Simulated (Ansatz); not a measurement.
# Cr (hcp): energy against volume

Computed with Ansatz, DFT, RPBE, plane waves (420 eV) with PAW, scalar-relativistic. The PAW files were generated under PBE, with cores re-solved for the functional.

The cell is scaled uniformly from the relaxed one, with fractional coordinates and shape fixed. Energies are extrapolated to zero smearing, pressures are those at the given smearing. Magnetic state: spin not included.

A Birch-Murnaghan fit gives V₀ = 12.17 Å³/atom, B₀ = 222 GPa, B₀′ = 4.2.

**Question.** What are the energy above the minimum and the pressure at 10.724 Å³/atom?

**Answer.** 147.8 meV/atom and 36.88 GPa as computed.

**Question.** What are the energy above the minimum and the pressure at 11.699 Å³/atom?

**Answer.** 13.4 meV/atom and 9.89 GPa as computed.

**Question.** What are the energy above the minimum and the pressure at 13.161 Å³/atom?

**Answer.** 49.2 meV/atom and -14.41 GPa as computed.
